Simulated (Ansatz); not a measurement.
# How many bands does the GW gap of InGa3P4 (ordered model alloy, started on the GaP lattice) (Amm2) need?

How do accuracy and time trade against each other in G0W0 on InGa3P4 (ordered model alloy, started on the GaP lattice) (Amm2)?

Main program and level: Ansatz 0.2.0; G0W0 on LDA, plane waves, PAW; PAW set soft_1.

## (1) The starting structure

It takes space group Amm2 (No. 38, orthorhombic). The conventional cell has a = 3.885 Å, b = 7.784 Å, c = 11.023 Å, α = 90.00°, β = 90.00°, γ = 90.00°. Nearest to Ga lie 4 P at 2.32 to 2.38 Å. Nearest to Ga lie 4 P at 2.35 to 2.38 Å. In has 4 P at 2.46 to 2.48 Å nearest. Nearest to P lie 3 Ga at 2.35 Å and 1 In at 2.48 Å. Nearest to P lie 4 Ga at 2.38 Å. Nearest to P lie 2 Ga at 2.32 Å and 2 In at 2.46 Å. It derives from GaP. Farther neighbours are not listed.

The structure was relaxed with LDA. The runs that relaxed it are not among those shown.

## (2) 236 empty bands, screening to 46 eV

G0W0 replaces the xc potential by the self-energy, built once from these orbitals. Only a window of levels is corrected, while the sums run over the empty bands that the input names. This step takes PAW set soft_1 files.

input.yaml

```yaml
crystal:
  lattice:
    - [0.0, 5.5041785855, -5.5041785855]
    - [5.511347059, 5.4993353408, -0.0048432447]
    - [5.511347059, 0.0048432447, -5.4993353408]
  atoms:
    - { symbol: Ga, position: [-0.0004281743, 0.0001103574, 0.0001103574] }
    - { symbol: Ga, position: [0.0002353196, 0.4997646804, -0.0002353196] }
    - { symbol: In, position: [0.500677959, 0.499322041, -0.000677959] }
    - { symbol: Ga, position: [0.5002074596, 0.0001103574, 0.0001103574] }
    - { symbol: Ga, position: [-0.0004281743, 0.5001103574, 0.5001103574] }
    - { symbol: Ga, position: [0.0002353196, -0.0002353196, 0.4997646804] }
    - { symbol: In, position: [0.500677959, -0.000677959, 0.499322041] }
    - { symbol: Ga, position: [0.5002074596, 0.5001103574, 0.5001103574] }
    - { symbol: P, position: [0.8903325798, 0.3698420552, 0.8698420552] }
    - { symbol: P, position: [0.8750365725, 0.8749634275, 0.8749634275] }
    - { symbol: P, position: [0.363954974, 0.886045026, 0.886045026] }
    - { symbol: P, position: [0.3699833098, 0.3698420552, 0.8698420552] }
    - { symbol: P, position: [0.8903325798, 0.8698420552, 0.3698420552] }
    - { symbol: P, position: [0.8750365725, 0.3749634275, 0.3749634275] }
    - { symbol: P, position: [0.363954974, 0.386045026, 0.386045026] }
    - { symbol: P, position: [0.3699833098, 0.8698420552, 0.3698420552] }
kpoints:
  mp_grid: { grid: [2, 2, 2] }
hamiltonian:
  xc: lda
  pseudopotentials: { kind: paw, azcp: { folder: soft_1 }, xc_functional: pbe }
scf:
  occupations: { method: fixed }
gw:
  n_empty_bands: 236
  ecut_chi: 46
  qp_bands: [v4, c4]
  qp_kpoints: band_edges
  screening: { model: contour_deformation }
```

On the command line:

```console
ansatz run input.yaml --threads 4 --pin off --max-ram 17510MiB --backend cpu --events-out ev --progress --plain --runs-dir out
```

Numbers of over 12 decimals in the logs are rounded to 6 here.

The log of the run:

```text
Engine: ansatz 0.2.0, aarch64-unknown-linux-gnu
Pseudopotentials: kind: paw
Pseudopotential: Ga, paw, valence charge 13, recommended cutoff 420 eV (normal), soft_1/Ga.paw.azcp
Pseudopotential: In, paw, valence charge 13, recommended cutoff 420 eV (normal), soft_1/In.paw.azcp
Pseudopotential: P, paw, valence charge 5, recommended cutoff 420 eV (normal), soft_1/P.paw.azcp
Functional definition: SPW92
  exchange = slater_x
  correlation = pw_c
Crystal: 16 atoms, lattice volume = 333.356 Å³
Basis set: ecut = 420 eV, 6443 PW (Γ)
Bands: 88, of which v1, the nominal top of the filled ones, is band 72 counted from 1 (71 counted from 0)
Symmetry: 8 space group operations
Space group: Amm2 (ITA 38), of the structure as read, at distance tolerance 6.9e-5 Å
k-points: 5 of 8
Non-local potential: Ga, projectors of the file, l = 0: 2, l = 1: 2, l = 2: 3, l = 3: 1
Non-local potential: In, projectors of the file, l = 0: 2, l = 1: 2, l = 2: 2, l = 3: 1
Non-local potential: P, projectors of the file, l = 0: 2, l = 1: 2, l = 2: 1
PAW form: soft (Blöchl's): semilocal exchange-correlation on the pseudo side does not see the compensation charge
PAW frozen core: Ga, regenerated for the run's functional, and the local potential with it (the file was generated under x = pbe(κ = 0.804, μ = 0.219515), c = pbe(β = 0.066725))
PAW frozen core: In, regenerated for the run's functional, and the local potential with it (the file was generated under x = pbe(κ = 0.804, μ = 0.219515), c = pbe(β = 0.066725))
PAW frozen core: P, regenerated for the run's functional, and the local potential with it (the file was generated under x = pbe(κ = 0.804, μ = 0.219515), c = pbe(β = 0.066725))
PAW one-centre angular grid: Ga, 590 points (default); XC on 64 Gauss nodes
PAW one-centre angular grid: In, 590 points (default); XC on 64 Gauss nodes
PAW one-centre angular grid: P, 110 points (default); XC on 64 Gauss nodes
Initial density: superposition of atomic densities (chi_scale 0.1, normalization cell, long waves kept (reshape's long-wave potential 0.02 eV rms))
Initial wavefunctions: pseudopotential atomic-orbital guess
Functional: x = slater, c = lda
SCF iter   1: F=—  HF=-38970.172396 eV  |F-HF|=—  |Δ(HF+E_count)|=         —  Δρ=4.29e-2  dr2=6.20e0  ethr=3.10e-3  ⟨swp⟩=6.0  Hψ=1582  notcnv=0  defer=66
preconditioner: auto → Resta (q_TF=auto, 2.372 Å⁻¹)  ε∞=4.2  [insulator: Δε(μ)=1.430 eV  Ē_g=13.731 eV  n_scr=64 (ndim 8)  ℏωp=24.4 eV  f_vac=0.000  ε∞_Penn≈4.2]
SCF iter   2: F=—  HF=-38968.694463 eV  |F-HF|=—  |Δ(HF+E_count)|=    1.48e0  Δρ=2.46e-2  dr2=1.67e0  ethr=3.10e-3  ⟨swp⟩=2.0  Hψ=627  notcnv=0  defer=61
SCF iter   3: F=—  HF=-38968.337712 eV  |F-HF|=—  |Δ(HF+E_count)|=   3.57e-1  Δρ=5.54e-3  dr2=1.03e-1  ethr=1.16e-3  ⟨swp⟩=2.4  Hψ=777  notcnv=0  defer=68
SCF iter   4: F=—  HF=-38968.251382 eV  |F-HF|=—  |Δ(HF+E_count)|=   8.63e-2  Δρ=2.27e-3  dr2=2.23e-2  ethr=7.19e-5  ⟨swp⟩=3.0  Hψ=782  notcnv=0  defer=69
SCF iter   5: F=—  HF=-38968.245783 eV  |F-HF|=—  |Δ(HF+E_count)|=   5.60e-3  Δρ=8.42e-4  dr2=2.81e-3  ethr=1.55e-5  ⟨swp⟩=2.0  Hψ=770  notcnv=0  defer=70
SCF iter   6: F=—  HF=-38968.246708 eV  |F-HF|=—  |Δ(HF+E_count)|=   9.25e-4  Δρ=2.69e-4  dr2=2.35e-4  ethr=1.95e-6  ⟨swp⟩=2.2  Hψ=650  notcnv=0  defer=70
SCF iter   7: F=—  HF=-38968.246706 eV  |F-HF|=—  |Δ(HF+E_count)|=   1.65e-6  Δρ=3.86e-5  dr2=3.68e-6  ethr=1.63e-7  ⟨swp⟩=2.0  Hψ=610  notcnv=0  defer=69
SCF iter   8: F=—  HF=-38968.246710 eV  |F-HF|=—  |Δ(HF+E_count)|=   4.17e-6  Δρ=1.95e-5  dr2=8.78e-7  ethr=2.55e-9  ⟨swp⟩=2.8  Hψ=823  notcnv=0  defer=69
SCF iter   9: F=—  HF=-38968.246710 eV  |F-HF|=—  |Δ(HF+E_count)|=   2.12e-7  Δρ=9.14e-6  dr2=2.00e-7  ethr=6.10e-10  ⟨swp⟩=2.0  Hψ=760  notcnv=0  defer=69
SCF iter  10: F=-38968.246710 eV  HF=-38968.246710 eV  |F-HF|=5.85e-9  |Δ(HF+E_count)|=   2.70e-8  Δρ=2.64e-6  dr2=3.06e-8  ethr=6.94e-11  ⟨swp⟩=16.0  Hψ=2293  notcnv=0
SCF 1 converged in 10 iterations: F = -38968.246710 eV  dr2 = 3.06e-8
  greatest PAW one-centre occupation: 0.995 electrons in one spin orbital (limit 2), on the Ga atom at site 5 (counted from 0), in its partial waves of l = 2
NSCF: frozen V_eff on 5 k-points
G₀W₀ screening: q 1/5
[... further progress lines ...]
NSCF: frozen V_eff on 1 k-points
NSCF: frozen V_eff on 1 k-points
[...]
SCF converged after 10 iterations
Free energy (F): -38968.246710 eV
Harris-Foulkes:  -38968.246710 eV  (|F-HF|=5.85e-9)
Internal energy: -38968.246710 eV  (E = F + TS)
E sigma→0 (E₀):  -38968.246710 eV
Fermi energy:    7.354059 eV
--- Per-component energies (eV) ---
  E_band       = -453.005821
  E_kinetic    = 1674.874364
  E_local      = -12655.958846  (includes V_loc(G=0)·N_el)
  E_nonlocal   = 385.772487
  E_hartree    = 7126.787840
  E_xc         = -1243.481988
  E_vxc        = -1014.593956  (∫ρ·V_xc dr)
  E_paw        = -23873.347682  (= ΣΔE_a)
  E_vpaw       = -3096.669441  (= ΣTr[D̂ρ^β])
  E_aug_tail   = -0.001313  (compensation charges beyond the density's cutoff)
  E_ewald      = -10394.770341
  E_core_change = 11.878770  (= ΣΔE_core)
  E_smearing   = -0.000000  (= −TS)
  E_closure    = 0.000000  (closes the sum)
  Σ components = -38968.246710   (vs F -38968.246710, Δ=0.00e0)
--- Band table (eV; the first three rows and the last of 5) ---
  k-point 0: bands = [... 68 lower, 6.3235, 7.2352, 7.2523, 7.3541, 8.3849, 8.4205, 8.6177, 8.6588, ... 12 higher]
  k-point 1: bands = [... 68 lower, 6.6080, 6.6080, 6.6203, 6.6203, 9.0194, 9.0194, 9.4570, 9.4570, ... 12 higher]
  k-point 2: bands = [... 68 lower, 5.8469, 5.8540, 6.2053, 6.3884, 9.1829, 9.2731, 9.9461, 9.9674, ... 12 higher]
  k-point 4: bands = [... 68 lower, 6.0063, 6.0063, 6.1887, 6.1887, 9.2245, 9.2245, 10.1631, 10.1631, ... 12 higher]
--- G₀W₀: contour deformation, 6 samples at zero and on the imaginary axis and 1 off it, 8 q-points, 236 empty bands' worth ---
  eigenvalues of the whole cell's RPA ε∞ on this k-mesh (on a slab, of 1 + 4πα/V) = 23.2107, 23.5433, 24.1293; static W/v taken at q = 0 is 0.042327
  gw.qp_kpoints: band_edges: 5 of 5 stored k-points solved, in 1 pass; an edge of the gap read off the rows below is read off those points alone
  `?` marks the rows in doubt; gw_qp.tsv's column doubts and the gw_qp event give each row's grounds
    ik  band        ε_KS         Σx   Σc(E_QP)       V_xc       Z   E_QP_lin       E_QP  E_QP is
     0    69      6.3235   -16.7810     2.1712   -14.7380  0.7587     6.4515     6.4518  root
     0    70      7.2352   -17.1863     1.8401   -15.5150  0.7663     7.4035     7.4040  root
     0    71      7.2523   -17.3093     1.8614   -15.6235  0.7660     7.4275     7.4280  root
     0    72      7.3541   -17.3966     1.8915   -15.6872  0.7661     7.5356     7.5361  root
     0    73      8.3849    -9.9299    -3.8123   -14.7282  0.7765     9.4317     9.3710  root ?
     0    74      8.4205    -8.2614    -3.6994   -12.6989  0.7816     9.1735     9.1585  root
     0    75      8.6177    -9.2623    -3.7056   -13.8649  0.7793     9.5459     9.5148  root
     0    76      8.6588    -8.4543    -3.7349   -12.9798  0.7796     9.4682     9.4494  root
     1    69      6.6080   -16.8681     2.0215   -14.9888  0.7626     6.7499     6.7502  root
     1    70      6.6080   -16.8681     2.0215   -14.9888  0.7626     6.7499     6.7502  root
     1    71      6.6203   -16.8932     2.0262   -15.0110  0.7628     6.7640     6.7643  root
     1    72      6.6203   -16.8932     2.0262   -15.0110  0.7628     6.7640     6.7643  root
     1    73      9.0194    -8.7279    -3.8549   -13.4599  0.7764     9.9255     9.8965  root
     1    74      9.0194    -8.7279    -3.8549   -13.4599  0.7764     9.9255     9.8965  root
     1    75      9.4570    -7.6418    -3.8451   -12.1652  0.7803    10.1479    10.1355  root
     1    76      9.4570    -7.6418    -3.8451   -12.1652  0.7803    10.1479    10.1355  root
     2    69      5.8469   -16.6704     2.2221   -14.5467  0.7568     5.9451     5.9454  root
     2    70      5.8540   -16.6778     2.2255   -14.5511  0.7570     5.9527     5.9528  root
     2    71      6.2053   -16.5808     2.1275   -14.5724  0.7592     6.3241     6.3243  root
     2    72      6.3884   -16.5873     2.1191   -14.5956  0.7605     6.5155     6.5158  root
     2    73      9.1829    -7.4969    -3.7936   -12.0085  0.7797     9.9154     9.9009  root
     2    74      9.2731    -7.4329    -3.7898   -11.9368  0.7814    10.0015     9.9873  root
     2    75      9.9461    -8.2797    -4.0501   -13.1658  0.7700    10.8075    10.7820  root
     2    76      9.9674    -8.2783    -4.0459   -13.1600  0.7706    10.8288    10.8032  root
     3    69      6.3940   -16.8279     2.0529   -14.8967  0.7608     6.5154     6.5158  root
[...]
4    69      6.0063   -16.6004     2.1994   -14.5064  0.7577     6.1115     6.1118  root
     4    70      6.0063   -16.6004     2.1994   -14.5064  0.7577     6.1115     6.1118  root
     4    71      6.1887   -16.6338     2.1363   -14.6175  0.7598     6.3084     6.3087  root
     4    72      6.1887   -16.6338     2.1363   -14.6175  0.7598     6.3084     6.3087  root
     4    73      9.2245    -7.4743    -3.7961   -11.9882  0.7803     9.9568     9.9423  root
     4    74      9.2245    -7.4743    -3.7961   -11.9882  0.7803     9.9568     9.9423  root
     4    75     10.1631    -8.1249    -4.1005   -13.0558  0.7692    11.0178    10.9935  root
     4    76     10.1631    -8.1249    -4.1005   -13.0558  0.7692    11.0178    10.9935  root
```

Run time: 56 s. Hardware: 4 threads of Arm Neoverse V1, shared host; peak memory 1.9 GiB; 3.6 min of CPU time.

Reading the cycles: dr2 is the Hartree energy of the density residual (eV), the measure of convergence; HF is the Harris–Foulkes estimate of the energy, which meets the free energy F at convergence.

This step gave:

```
bands summed                                 : 308
RPA ε∞ on this mesh (eigenvalues)            : 23.21, 23.54, 24.13
plane waves in the screening matrix          : 259
q-points in the mesh                         : 8
G0W0 gap on the mesh                         : 1.622 eV
k of the valence top                         : 0, 0, 0
k of the conduction bottom                   : 0, 0, 0
starting gap on the mesh                     : 1.031 eV
Z at the valence top                         : 0.7661
Z at the conduction bottom                   : 0.7816
least direct G0W0 gap on the computed points : 1.622 eV
```

The gap on the mesh goes from 1.03 eV to 1.62 eV, a correction of +0.59 eV, though a band edge has moved to another state.

## (3) 933 empty bands, screening to 115 eV

Bands and screening cutoff are moved together, since each hides the error of the other.

Changes to input.yaml since step 2:

```diff
@@ -30,4 +30,4 @@
 gw:
-  n_empty_bands: 236
-  ecut_chi: 46
+  n_empty_bands: 933
+  ecut_chi: 115.0
   qp_bands: [v4, c4]
```

The log of the run:

```text
[...]
Crystal: 16 atoms, lattice volume = 333.356 Å³
Basis set: ecut = 420 eV, 6443 PW (Γ)
Bands: 88, of which v1, the nominal top of the filled ones, is band 72 counted from 1 (71 counted from 0)
[... 1 set-up line as in the run before ...]
[...]
k-points: 5 of 8
[...]
SCF iter   1: F=—  HF=-38970.172396 eV  |F-HF|=—  |Δ(HF+E_count)|=         —  Δρ=4.29e-2  dr2=6.20e0  ethr=3.10e-3  ⟨swp⟩=6.0  Hψ=1582  notcnv=0  defer=66
[...]
SCF iter  10: F=-38968.246710 eV  HF=-38968.246710 eV  |F-HF|=5.85e-9  |Δ(HF+E_count)|=   2.70e-8  Δρ=2.64e-6  dr2=3.06e-8  ethr=6.94e-11  ⟨swp⟩=16.0  Hψ=2293  notcnv=0
SCF 1 converged in 10 iterations: F = -38968.246710 eV  dr2 = 3.06e-8
[...]
NSCF: frozen V_eff on 5 k-points
G₀W₀ screening: q 1/5
[... further progress lines ...]
[...]
SCF converged after 10 iterations
Free energy (F): -38968.246710 eV
[...]
Internal energy: -38968.246710 eV  (E = F + TS)
E sigma→0 (E₀):  -38968.246710 eV
Fermi energy:    7.354059 eV
[...]
--- Band table (eV; the first three rows and the last of 5) ---
  k-point 0: bands = [... 68 lower, 6.3235, 7.2352, 7.2523, 7.3541, 8.3849, 8.4205, 8.6177, 8.6588, ... 12 higher]
  k-point 1: bands = [... 68 lower, 6.6080, 6.6080, 6.6203, 6.6203, 9.0194, 9.0194, 9.4570, 9.4570, ... 12 higher]
  k-point 2: bands = [... 68 lower, 5.8469, 5.8540, 6.2053, 6.3884, 9.1829, 9.2731, 9.9461, 9.9674, ... 12 higher]
  k-point 4: bands = [... 68 lower, 6.0063, 6.0063, 6.1887, 6.1887, 9.2245, 9.2245, 10.1631, 10.1631, ... 12 higher]
[...]
bands read: the sum over 1005 bands ends inside a degenerate multiplet in 2 slots, whose members it reads at an even weight; the widest, k=1: bands 1005 to 1006 (counted from 1) at 1/2 each
[...]
0    69      6.3235   -16.7810     1.6976   -14.7380  0.7530     5.9766     5.9782  root
     0    70      7.2352   -17.1863     1.3626   -15.5150  0.7595     6.9247     6.9264  root
     0    71      7.2523   -17.3093     1.3769   -15.6235  0.7591     6.9417     6.9434  root
     0    72      7.3541   -17.3966     1.3988   -15.6872  0.7591     7.0417     7.0434  root
     0    73      8.3849    -9.9299    -4.2552   -14.7282  0.7715     8.9344     8.9280  root
     0    74      8.4205    -8.2614    -4.0630   -12.6989  0.7783     8.7976     8.7949  root
     0    75      8.6177    -9.2623    -4.1362   -13.8649  0.7751     9.0886     9.0841  root
     0    76      8.6588    -8.4543    -4.1179   -12.9798  0.7761     9.0697     9.0664  root
[...]
4    73      9.2245    -7.4743    -4.1583   -11.9882  0.7775     9.5827     9.5801  root
     4    74      9.2245    -7.4743    -4.1583   -11.9882  0.7775     9.5827     9.5801  root
     4    75     10.1631    -8.1249    -4.5020   -13.0558  0.7649    10.5961    10.5920  root
     4    76     10.1631    -8.1249    -4.5020   -13.0558  0.7649    10.5961    10.5920  root
```

Elapsed: 8.3 min, on 4 threads; peak memory 7.6 GiB.

Numbers from this step:

```yaml
bands_summed: 1005
rpa_eps_infinity_on_this_mesh_eigenvalues: 22.69, 23.01, 23.58
plane_waves_in_the_screening_matrix: 941
q_points_in_the_mesh: 8
g0w0_gap_on_the_mesh: 1.752 eV
k_of_the_valence_top: 0, 0, 0
k_of_the_conduction_bottom: 0, 0, 0
starting_gap_on_the_mesh: 1.031 eV
z_at_the_valence_top: 0.7591
z_at_the_conduction_bottom: 0.7783
least_direct_g0w0_gap_on_the_computed_points: 1.752 eV
```

Against the run with 2×2×2 mesh, 236 empty bands, screening to 46 eV, PAW set soft_1 files, the gap moves by +0.13 eV.

## (4) Side by side

Times are wall times on 4 threads of Arm Neoverse V1, shared host, good to a factor of about two.

```
 mesh           files            frequency  bands summed  cutoff (eV)  start (eV)  G0W0 (eV)     time  host memory (GiB)
2×2×2  PAW set soft_1  contour deformation           308           46       1.031      1.622     56 s                1.9
2×2×2  PAW set soft_1  contour deformation          1005          115       1.031      1.752  8.3 min                7.6
```

How the two edges are built up, in eV (the quasiparticle level is the starting level plus Σx plus Σc less Vxc):

```
       run               edge  start      Σx     Σc     Vxc     Z    QP
 308 bands        valence top   7.35  -17.40   1.89  -15.69  0.77  7.54
 308 bands  conduction bottom   8.42   -8.26  -3.70  -12.70  0.78  9.16
1005 bands        valence top   7.35  -17.40   1.40  -15.69  0.76  7.04
1005 bands  conduction bottom   8.42   -8.26  -4.06  -12.70  0.78  8.79
```

 Where G0W0 reorders the edges (308 bands and 1005 bands), the two states listed lie further apart at the start than the starting gap.

## (5) Results

| Item | Value |
| --- | --- |
| 308 bands, 46 eV | 1.622 eV |
| 1005 bands, 115 eV | 1.752 eV |
| estimated limit in bands and cutoff | 1.81 eV |
| mesh and start | 2×2×2, LDA |

**Reading.** A line in one over the bands through the two rungs gives 1.81 eV, +0.06 eV from the top rung; with two points alone it is an unchecked estimate. The rungs stand 0.19 eV (308 bands) and 0.06 eV (1005 bands) from it. From 308 to 1005 bands the gap moves by +0.13 eV while the time grows 8.8-fold. Σc changes by −0.49 eV at the valence top and −0.36 eV at the conduction bottom, so the levels themselves move more than the gap between them. The 2×2×2 mesh is coarse for this cell (its supercell is 16 Å along the shortest edge). The RPA ε∞ on it, from the LDA start, is 22.69, 23.01 and 23.58; such meshes misread the long-range screening, most where the gap is narrow. The many-body steps are scalar-relativistic: spin-orbit coupling is not in them.

[Paths, hosts, dates, memory and timing lines, banners, echoed tables and standing remarks are left out of the program output.]

[Logs are printed without paths, hosts, clocks, repeated set-up lines and the standing remarks that a program may print on its own settings, such as how far it seeks lower states.]

[Runs of the session that timed out or met a known fault of the program may be left out.]

[Cells called generated may have been cut or substituted from an entry of the Crystallography Open Database or the Materials Project.]

[Hosts, paths, dates, database ids (printed as entryN), source tags and the programs' standing remarks are cut or masked in the printed files.]
